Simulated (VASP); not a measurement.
# Ti (Fm-3m) in VASP: settings compared

The runs below take Ti through relaxation of cell and atoms, with r2SCAN, r2SCAN+rVV10.

Program: VASP 6.6.1. These are calculated values, not measurements. Logs are shortened: lines on timing, memory, paths and dates and some standing lists are left out, and cuts for length are marked.

### Step 1. The crystal as given

Symmetry: Fm-3m, No. 225, cubic system. Conventional cell: a = 4.109 Å, b = 4.109 Å, c = 4.109 Å, α = 90.00°, β = 90.00°, γ = 90.00°. Around Ti (site symmetry m-3m) lie 12 Ti at 2.91 Å.

This isn't the form of Ti at room conditions, which is hcp.

### Step 2. Relaxation of cell and atoms, r2SCAN

File INCAR:

```
SYSTEM = Ti
PREC = Accurate
ENCUT = 600
EDIFF = 1E-7
ISMEAR = 0
SIGMA = 0.1
LREAL = .FALSE.
LASPH = .TRUE.
NELM = 60
ALGO = Normal
ISIF = 3
LWAVE = .FALSE.
LCHARG = .FALSE.
METAGGA = R2SCAN
LMIXTAU = .TRUE.
IBRION = 2
NSW = 90
EDIFFG = -0.005
```

File KPOINTS:

```
Automatic mesh
0
G
  18 18 18
  0 0 0
```

File POSCAR:

```
Ti
1.0
    0.0000000000      2.0545745400      2.0545745400
    2.0545745400      0.0000000000      2.0545745400
    2.0545745400      2.0545745400      0.0000000000
Ti
1
Direct
    0.0000000000      0.0000000000      0.0000000000
```

Potentials or basis: VASP PAW PBE potentials, release 64 (Ti_sv).

Started as:

```
$ cat potpaw_PBE.64/Ti_sv/POTCAR > POTCAR
$ mpirun -np 1 vasp_std > vasp.out
```

OUTCAR:

```text
SYSTEM = Ti
   PREC = Accurate
   ENCUT = 600
   EDIFF = 1E-7
   ISMEAR = 0
   LREAL = .FALSE.
   LASPH = .TRUE.
   NELM = 60
   ISIF = 3
   METAGGA = R2SCAN
   IBRION = 2
   NSW = 90
   EDIFFG = -0.005

 ion  position               nearest neighbor table
   1  0.000  0.000  0.000-

  LATTYP: Found a face centered cubic cell.
 ALAT       =     4.1091490800

  Lattice vectors:

 A1 = (   0.0000000000,   2.0545745400,   2.0545745400)
 A2 = (   2.0545745400,   0.0000000000,   2.0545745400)
 A3 = (   2.0545745400,   2.0545745400,   0.0000000000)

Analysis of symmetry for initial positions (statically):
=====================================================================
 Subroutine PRICEL returns:
 Original cell was already a primitive cell.

 Routine SETGRP: Setting up the symmetry group for a
 face centered cubic supercell.

 Subroutine GETGRP returns: Found 48 space group operations
 (whereof 48 operations were pure point group operations)
 out of a pool of 48 trial point group operations.

The static configuration has the point symmetry O_h .

Analysis of symmetry for dynamics (positions and initial velocities):
=====================================================================
 Subroutine PRICEL returns:
 Original cell was already a primitive cell.

 Routine SETGRP: Setting up the symmetry group for a
 face centered cubic supercell.

 Subroutine GETGRP returns: Found 48 space group operations
 (whereof 48 operations were pure point group operations)
 out of a pool of 48 trial point group operations.

The dynamic configuration has the point symmetry O_h .

 Subroutine INISYM returns: Found 48 space group operations
 (whereof 48 operations are pure point group operations),
 and found     1 'primitive' translations

----------------------------------------------------------------------------------------

                                     Primitive cell

  volume of cell :      17.3459

  direct lattice vectors                    reciprocal lattice vectors
     0.000000000  2.054574540  2.054574540    -0.243359387  0.243359387  0.243359387
     2.054574540  0.000000000  2.054574540     0.243359387 -0.243359387  0.243359387
     2.054574540  2.054574540  0.000000000     0.243359387  0.243359387 -0.243359387

  length of vectors
     2.905607179  2.905607179  2.905607179     0.421510822  0.421510822  0.421510822

  position of ions in fractional coordinates (direct lattice)
     0.000000000  0.000000000  0.000000000

  ion indices of the primitive-cell ions
   primitive index   ion index
                 1           1

----------------------------------------------------------------------------------------

 KPOINTS: Automatic mesh

Automatic generation of k-mesh.
 Grid dimensions read from file:
 generate k-points for:   18   18   18

 Generating k-lattice:

  Cartesian coordinates                     Fractional coordinates (reciprocal lattice)
    -0.013519966  0.013519966  0.013519966     0.055555556  0.000000000  0.000000000
     0.013519966 -0.013519966  0.013519966     0.000000000  0.055555556  0.000000000
     0.013519966  0.013519966 -0.013519966     0.000000000  0.000000000  0.055555556

  Length of vectors
     0.023417268  0.023417268  0.023417268

  Shift w.r.t. Gamma in fractional coordinates (k-lattice)
     0.000000000  0.000000000  0.000000000

 Subroutine IBZKPT returns following result:
 ===========================================

 Found    195 irreducible k-points:

 Following reciprocal coordinates:
            Coordinates               Weight
  0.000000  0.000000  0.000000      1.000000
  0.055556  0.000000  0.000000      8.000000
  0.111111  0.000000  0.000000      8.000000
  0.166667  0.000000  0.000000      8.000000
  0.222222  0.000000  0.000000      8.000000
  0.277778  0.000000  0.000000      8.000000
[... 16 lines left out ...]
 -0.277778  0.055556  0.000000     24.000000
 -0.222222  0.055556  0.000000     24.000000
 [... further k-points ...]
   k-points           NKPTS =    195   k-points in BZ     NKDIM =    195   number of bands    NBANDS=     10
   number of dos      NEDOS =    301   number of ions     NIONS =      1
   total plane-waves  NPLWV =  13824
   dimension x,y,z NGX =    24 NGY =   24 NGZ =   24
   dimension x,y,z NGXF=    48 NGYF=   48 NGZF=   48
   ions per type =               1
   NGX,Y,Z   is equivalent  to a cutoff of  13.73, 13.73, 13.73 a.u.
   NGXF,Y,Z  is equivalent  to a cutoff of  27.46, 27.46, 27.46 a.u.
 SYSTEM =  Ti
   PREC   = accura    normal or accurate (medium, high low for compatibility)
   ISTART =      0    job   : 0-new  1-cont  2-samecut
   ICHARG =      2    charge: 1-file 2-atom 10-const
   ISPIN  =      1    spin polarized calculation?
   LNONCOLLINEAR =      F non collinear calculations
   LSORBIT =      F    spin-orbit coupling
   LASPH  =      T    aspherical Exc in radial PAW
   ENCUT  =  600.0 eV  44.10 Ry    6.64 a.u.   5.80  5.80  5.80*2*pi/ulx,y,z
   NELM   =     60;   NELMIN=  2; NELMDL= -5     # of ELM steps
   EDIFF  = 0.1E-06   stopping-criterion for ELM
   LREAL  =      F    real-space projection
   EDIFFG = -.5E-02   stopping-criterion for IOM
   NSW    =     90    number of steps for IOM
   IBRION =      2    ionic relax: 0-MD 1-quasi-New 2-CG
   NFREE  =      1    steps in history (QN), initial steepest desc. (CG)
   ISIF   =      3    stress and relaxation
   ISYM   =      2    0-nonsym 1-usesym 2-fastsym
   POTIM  = 0.5000    time-step for ionic-motion
   TEBEG  =    0.0;   TEEND  =   0.0 temperature during run
   PSTRESS=    0.0 pullay stress
   NELECT =      12.0000    total number of electrons
   NUPDOWN=      -1.0000    fix difference up-down
   EMIN   =  10.00;   EMAX   =-10.00  energy-range for DOS
   EFERMI =   0.00;   METHOD = LEGACY
   ISMEAR =     0;   SIGMA  =   0.10  broadening in eV -4-tet -1-fermi 0-gaus
   EFERMI_NEDOS =   21; number of points for ismear=-14 and -15
   IALGO  =     38    algorithm
   IMIX   =      4    mixing-type and parameters
     AMIX     =   0.40;   BMIX     =  1.00
     AMIX_MAG =   1.60;   BMIX_MAG =  1.00
  volume/ion in A,a.u.               =      17.35       117.06
  Fermi-wavevector in a.u.,A,eV,Ry     =   1.447894  2.736122 28.523202  2.096396
  Thomas-Fermi vector in A             =   2.565797
   LORBIT       =      0    0 simple, 1 ext, 2 COOP (PROOUT), +10 PAW based schemes
   METAGGA = R2SCAN    functional components
   LHFCALC =     F    Hartree Fock is set to
   AEXX    =    0.0000 exact exchange contribution
   IVDW    =     0    specifies the selected vdW correction
   LEPSILON=     F    determine dielectric tensor
   LRPA    =     F    only Hartree local field effects (RPA)
 conjugate gradient relaxation of ions
 non-spin polarized calculation
 Gauss-broadening in eV      SIGMA  =   0.10
  energy-cutoff  :      600.00
  volume of cell :       17.35
 maximum number of plane-waves:       589
   NGX = 11   NGY = 11   NGZ = 11

--------------------------------------- Ionic step        1  -------------------------------------------

 number of electron      12.0000002 magnetization

 Free energy of the ion-electron system (eV)
  ---------------------------------------------------
  ext. energy  EPLUGINS =         0.00000000
  ---------------------------------------------------
  free energy    TOTEN  =       -12.88321909 eV

  energy without entropy =      -12.87584260  energy(sigma->0) =      -12.87953085

------------------------ aborting loop because EDIFF is reached ----------------------------------------

  FORCE on cell =-STRESS in cart. coord.  units (eV):
  Direction    XX          YY          ZZ          XY          YZ          ZX
  --------------------------------------------------------------------------------------
  -------------------------------------------------------------------------------------
  Total        0.0610293      0.0610293      0.0610293      0.0000000     -0.0000000     -0.0000000
  in kB        5.6370713      5.6370713      5.6370713      0.0000000     -0.0000000     -0.0000000
  external PRESSURE =       5.6370713 kB  Pullay stress =       0.0000000 kB
[... 125 lines left out ...]
  energy  without entropy=      -12.8759788469  energy(sigma->0) =      -12.87967501

--------------------------------------- Ionic step        5  -------------------------------------------

 number of electron      12.0000002 magnetization

 Free energy of the ion-electron system (eV)
  ---------------------------------------------------
  ext. energy  EPLUGINS =         0.00000000
  ---------------------------------------------------
  free energy    TOTEN  =       -12.88337184 eV

  energy without entropy =      -12.87597881  energy(sigma->0) =      -12.87967532

 E-fermi :   8.1904     XC(G=0): -12.3954

 val. band max:        8.1815258800   @ k =  -0.3889   0.3889   0.1667
 cond. band min:       8.2030451666   @ k =   0.2778   0.0556   0.0000
 fundamental gap:      0.0215192866
 Fermi energy:         8.1903650630

 k-point     1 :       0.0000    0.0000    0.0000
  band No.  band energies     occupation
      1     -50.8629      2.00000
      2     -25.6700      2.00000
      3     -25.6699      2.00000
      4     -25.6699      2.00000
      5       1.7315      2.00000
      6       9.1896      0.00000
      7       9.1896      0.00000
      8       9.1896      0.00000
      9      10.9872      0.00000
     10      10.9872      0.00000
[... 287 lines left out ...]
 k-point    24 :      -0.2222    0.0556    0.0000
  band No.  band energies     occupation
      1     -50.8011      2.00000
      2     -26.0030      2.00000
      3     -25.7336      2.00000
      4     -25.7042      2.00000
      5       3.5566      2.00000
      6       8.2847      0.18233
      7       9.4489      0.00000
      8       9.5557      0.00000
      9      10.7463      0.00000
     10      11.2400      0.00000

 [... further k-points ...]

------------------------ aborting loop because EDIFF is reached ----------------------------------------

  FORCE on cell =-STRESS in cart. coord.  units (eV):
  Direction    XX          YY          ZZ          XY          YZ          ZX
  --------------------------------------------------------------------------------------
  -------------------------------------------------------------------------------------
  Total        0.0034517      0.0034517      0.0034517      0.0000000      0.0000000      0.0000000
  in kB        0.3173078      0.3173078      0.3173078      0.0000000      0.0000000      0.0000000
  external PRESSURE =       0.3173078 kB  Pullay stress =       0.0000000 kB
[... 16 lines left out ...]
  FREE ENERGIE OF THE ION-ELECTRON SYSTEM (eV)
  ---------------------------------------------------
  free  energy   TOTEN  =       -12.8833718389 eV

  energy  without entropy=      -12.8759788060  energy(sigma->0) =      -12.87967532

 reached required accuracy - stopping structural energy minimisation
```

Run time: 7.4 min. Hardware: 1 thread of AMD EPYC 9R45 (Zen 5), shared host; peak memory 0.16 GiB.

What came out:

```yaml
Free_energy: -12.8834 eV
Relaxed_volume: 17.43 Å³/atom
Relaxed_cell: a = 2.910 Å, b = 2.910 Å, c = 2.910 Å, α = 60.00°, β = 60.00°, γ = 60.00°
Space_group_after_relaxing_to_0.05_Å: Fm-3m (No. 225)
Energy_gained_by_relaxing: 0.2 meV/atom
Ionic_steps: 5
Pressure_after_relaxing: 0.0 GPa
Band_gap_on_the_k_mesh: none (metal or under the smearing width)
```

Step by step:
```
step  energy change (eV)  largest force (eV/Å)  pressure (GPa)  volume (Å³)
   1              0.0000                0.0000            0.56        17.35
   2             -0.0001                0.0000           -0.42        17.50
   3             -0.0002                0.0000           -0.06        17.43
   4             -0.0002                0.0000            0.05        17.42
   5             -0.0002                0.0000            0.03        17.43
```

Final structure:
```
Ti
1.0
     0.00000    2.05784    2.05784
     2.05784    0.00000    2.05784
     2.05784    2.05784    0.00000
Ti
1
Direct
  0.00000 0.00000 0.00000
```

Caveat: the PAW data sets were made with another functional, which shifts forces and pressure a little.

[end of part 1 of 3]
